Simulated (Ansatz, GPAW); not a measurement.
Given: the input of a run of GPAW 26.7.0 (ASE script) on TePt. 

Contents of run.py:

```python
from ase import Atoms
from ase.dft.bandgap import bandgap
from ase.io import write
from ase.units import Bohr, GPa
from gpaw import GPAW, PW, setup_paths
from gpaw.elf import elf_from_dft_calculation

setup_paths.insert(0, '.')

atoms = Atoms(['Pt', 'Pt', 'Te', 'Te'],
              cell=[[1.9815661262, 1.1440577364, 6.6610334788],
                    [-1.9815661262, 1.1440577364, 6.6610334788],
                    [0.0, -2.2881154728, 6.6610334788]],
              scaled_positions=[[0.1296666667, 0.1296666667, 0.1296666667],
                                [0.8703333333, 0.8703333333, 0.8703333333],
                                [0.402, 0.402, 0.402],
                                [0.598, 0.598, 0.598]],
              pbc=True)

calc = GPAW(mode=PW(600),
            xc='PBEsol',
            kpts={'size': (8, 8, 8), 'gamma': True},
            occupations={'name': 'fermi-dirac', 'width': 0.05},
            nbands=39,
            convergence={'density': 1e-05, 'energy': 1e-05},
            maxiter=150,
            txt='gpaw.txt')
atoms.calc = calc
energy = atoms.get_potential_energy()
forces = atoms.get_forces()
stress = atoms.get_stress()
calc.write('gs.gpw')
write('result.traj', atoms)
print(f'Energy: {energy:.6f} eV')
print('Forces (eV/A):')
print(forces.round(4))
print('Stress (GPa):', (stress / GPa).round(3))
print('Fermi level:', round(calc.get_fermi_level(), 4), 'eV')
print(f'Gap: {bandgap(calc)[0]:.4f} eV, direct: {bandgap(calc, direct=True)[0]:.4f} eV')

# fields on the real-space grid
write('density.cube', atoms, data=calc.get_pseudo_density() * Bohr**3)
write('potential.cube', atoms, data=calc.get_electrostatic_potential())
write('elf.cube', atoms, data=elf_from_dft_calculation(calc).data)
```

Potentials or basis: PAW data sets generated in the run's folder for this functional, pw.

The run is started by

```sh
$ gpaw-setup -f PBEsol Pt Te
$ OMP_NUM_THREADS=1 python run.py
```

Set up the same calculation for Ansatz 0.2.0. Potentials or basis there: Ansatz PAW, cutoff 420 eV.

As run (cutoffs and basis follow the program's own potentials, and thresholds, step limits or extra output files can differ):

input.yaml

```yaml
crystal:
  lattice:
    - [1.9815661262, 1.1440577364, 6.6610334788]
    - [-1.9815661262, 1.1440577364, 6.6610334788]
    - [0.0, -2.2881154728, 6.6610334788]
  atoms:
    - { symbol: Pt, position: [0.1296666667, 0.1296666667, 0.1296666667] }
    - { symbol: Pt, position: [0.8703333333, 0.8703333333, 0.8703333333] }
    - { symbol: Te, position: [0.402, 0.402, 0.402] }
    - { symbol: Te, position: [0.598, 0.598, 0.598] }
hamiltonian:
  xc: pbesol
  pseudopotentials: { kind: paw }
kpoints:
  mp_grid: { grid: [8, 8, 8] }
scf:
  occupations: { method: fermi_dirac, width: 0.05 }
output:
  forces: true
  stress: true
  eigenvalues: true
```

Potentials or basis: Ansatz PAW.

Run with:

```console
$ ansatz run input.yaml --threads 1 --pin off --max-ram 3584MiB --backend cpu --events-out ev --progress --plain --runs-dir out
```

Both were run:

|  | GPAW | Ansatz |
| --- | --- | --- |
| Pressure | -1.2 GPa | -0.3 GPa |

Ansatz's pressure holds a Pulay term of +0.04 GPa for its cutoff of 420 eV, which the other run lacks.

The potentials hold 44 and 68 valence electrons a cell.

Ansatz's potentials were made for PBE.

Where Ansatz's input types no cutoff or centring, it takes its own default and a Γ-centred mesh.

Pressure is positive in compression.
